Q: Hafnium oxide is called ionic, Hf⁴⁺ and O²⁻. Can I see that in a density of states?

Density of states of orthorhombic HfO2 (Pca2_1, 12 atoms per cell), calculated with Ansatz 0.2.0 using r2SCAN, scalar-relativistic PAW, a 500 eV plane-wave cutoff and k meshes of 6×6×6 for the density and 9×9×9 for the states. Energies are counted from the Fermi level, values are averages over 0.2 eV bins, and Löwdin projections are summed over sites.

```tsv
energy (eV)	density of states total (states/eV/cell)	DOS O 2p (states/eV/cell)	DOS Hf 5d (states/eV/cell)	DOS Hf 6s (states/eV/cell)	DOS O 2s (states/eV/cell)	DOS Hf 5p (states/eV/cell)
-7.95	1.27	0.86	0.3	0.0800	0.01	0.0000
-7.55	5.51	3.86	1.21	0.2900	0.04	0.0300
-7.15	8.58	6.07	2.08	0.2300	0.06	0.0700
-6.75	10.75	7.64	2.67	0.1800	0.07	0.1000
-6.35	6.20	4.61	1.29	0.1200	0.05	0.0600
-5.95	7.89	6.12	1.34	0.1700	0.08	0.0800
-5.55	7.92	6.33	1.11	0.1900	0.1	0.0800
-5.15	6.95	5.68	0.87	0.1500	0.09	0.0500
-4.75	11.76	9.82	1.37	0.1500	0.14	0.1000
-4.35	11.54	9.87	1.23	0.0800	0.08	0.0900
-3.95	13.67	12.07	1.1	0.0700	0.08	0.1200
-3.55	9.16	8.28	0.56	0.0500	0.06	0.0700
-3.15	11.38	10.52	0.56	0.0300	0.05	0.0600
-2.75	8.40	7.99	0.22	0.0200	0.02	0.0300
-2.35	0.00	0	0	0.0000	0	0.0000
-1.95	0.00	0	0	0.0000	0	0.0000
-1.55	0.00	0	0	0.0000	0	0.0000
-1.15	0.00	0	0	0.0000	0	0.0000
-0.75	0.00	0	0	0.0000	0	0.0000
-0.35	0.00	0	0	0.0000	0	0.0000
0.05	0.00	0	0	0.0000	0	0.0000
0.45	0.00	0	0	0.0000	0	0.0000
0.85	0.00	0	0	0.0000	0	0.0000
1.25	0.00	0	0	0.0000	0	0.0000
1.65	0.00	0	0	0.0000	0	0.0000
2.05	0.00	0	0	0.0000	0	0.0000
2.45	1.30	0.1	1.14	0.0200	0.01	0.0000
2.85	7.23	0.72	6.2	0.0700	0.08	0.0100
3.25	8.80	0.78	7.63	0.1100	0.09	0.0100
3.65	6.67	0.76	5.54	0.0900	0.1	0.0000
4.05	9.59	1.25	7.54	0.2000	0.23	0.0100
4.45	6.80	0.84	5.3	0.1200	0.25	0.0100
4.85	6.79	0.65	5.13	0.1600	0.51	0.0100
5.25	4.98	0.59	3.62	0.1600	0.37	0.0100
5.65	7.56	1.12	5.18	0.3300	0.53	0.0100
```

A: Largely, yes. Below the gap, O 2p is the largest part in every filled row and makes up 82 % of the whole valence band. Above the gap, Hf 5d leads in every listed row that has states, with 79 % of their total. Oxygen holds the electrons and hafnium offers the empty levels, as the ionic formula says. The exception is the 13 % of Hf 5d inside the filled band, which a purely ionic crystal would not have.

Q: Is that 13 % spread evenly?

A: No, and its distribution shows where it comes from. At −2.75 eV, just under the gap, Hf 5d supplies 3 % of the states and O 2p 95 %. Four electronvolts deeper, at −6.75 eV, the Hf 5d share has grown to 25 %. So the deep part of the valence band belongs to both elements, while its top is nearly pure oxygen.

Q: Why should hafnium prefer the bottom of the band?

A: Because mixing with hafnium pushes an oxygen state down. An O 2p orbital that points at a hafnium atom overlaps with an empty 5d orbital higher in energy. The two combine into a bonding state, lower than the oxygen level and partly hafnium in character, and an antibonding state, higher than the 5d level and partly oxygen. The antibonding partners are why the conduction band contains some O 2p, 11 % of the listed rows. Where the 2p orbitals point past the hafnium atoms, or the overlaps cancel, little is gained, and such states stay at the top of the valence band.

Two levels are enough to turn this into a formula. Let $E_p$ and $E_d$ be the unmixed levels, $V$ their coupling and $E$ the energy of the bonding state. The two-level equations give $(E_p-E)(E_d-E)=V^2$ and an amplitude ratio of size $V/(E_d-E)$. Squaring that ratio and inserting $V^2$ gives the ratio of the weights:

$$\frac{w_d}{w_p}=\frac{E_p-E}{E_d-E}$$

The further a state has been pushed below $E_p$, the more hafnium it contains. The coupling may differ from state to state, since it has dropped out.

Q: Does the formula give the right numbers?

A: Roughly. I put $E_p$ at the calculated valence edge, −2.48 eV, and chose $E_d$ by least squares over the 14 valence rows, with the formula multiplied through by $E_d-E$, which gives 7.98 eV. For the row at −6.75 eV, itself part of the fit, the ratio is $(6.75-2.48)/(7.98+6.75)=0.29$. Hafnium 5d should then hold $0.29/1.29$, or 22 %, of the combined 5d and 2p weight; the table has 26 %.

The formula should not be pressed further. A straight line through the valence edge, also with one constant but fitted to the shares themselves, follows them slightly better. One likely reason is that neighbouring oxygen atoms also couple to each other, which spreads the valence band without any help from hafnium. Nor is 7.98 eV the place of the 5d band: two levels would leave nothing between them, yet the 5d states begin near 2.5 eV and form a broad band. What the table supports is the direction and rough size of the mixing.

Q: In the four lowest rows the Hf 5d share stops growing. Does the bonding stop there?

A: No, another hafnium orbital takes a growing part. From −6.75 eV down to −7.95 eV the 5d share stays between 22 and 25 %, while the Hf 6s share rises from 2 to 6 %. Taken together, 5d and 6s grow at every step from the top of the band to its bottom. The shape of the orbital offers a likely reason: a spherical 6s orbital bonds best with a combination of oxygen orbitals that has the same sign all around the hafnium atom, and such combinations, bonding in every direction at once, tend to lie deepest.

Q: If 5d orbitals are partly filled, is hafnium really Hf⁴⁺?

A: As a way of counting electrons, yes. The valence rows, multiplied by their spacing of 0.4 eV, hold 48.4 electrons, close to the 48 that fill the 2p shells of eight oxygen atoms. About 1.6 electrons per hafnium in these states are assigned to 5d, but they sit in Hf–O bonds. A d² ion would instead have occupied states of mainly 5d character, and here the 5d band is empty. How much of a bond is credited to each atom also depends on the projection, so 1.6 is a rough sign of covalency and not an ionic charge.

Q: I work on gate dielectrics. May I read the gap as 5.2 eV and the barrier for electrons as 2.5 eV?

A: Neither. The nearest rows with states on the two sides of the gap are 5.2 eV apart, but that is a distance between bin centres, and the table leaves out every other bin. The band edges of the same calculation give 4.96 eV, and even there the decimals describe the calculation more than the material. Gaps taken from r2SCAN orbital energies are usually too small, and spin–orbit coupling, which acts on the Hf 5d states at the conduction edge, is left out.

The 2.5 eV is only half the gap, because the zero of energy lies at mid-gap. A leakage barrier is the step to the conduction edge of the oxide from that of silicon, or from the Fermi level of a metal gate, so it needs both materials on one energy scale. What should carry over to the device, even if its oxide is amorphous or has another crystal form, is the character of the band edges: away from defects, an injected electron enters mainly Hf 5d states, and a hole mainly O 2p states.

Q: Then what would change if I replaced hafnium by another metal of its group?

A: Mainly the conduction edge, since the valence top is almost pure oxygen. The 3d level of titanium lies well below the 5d level of hafnium, so titanium dioxide has a much smaller gap and makes a poorer barrier for electrons. Zirconium, with its 4d level only a little lower than Hf 5d, stays close to hafnium. The pattern inside the valence band should survive in both, with metal character growing towards the bottom, because it needs only an empty d level that lies above the filled 2p level and overlaps with it. Its amount is harder to guess, as it depends on the overlap as well as on the distance between the levels.
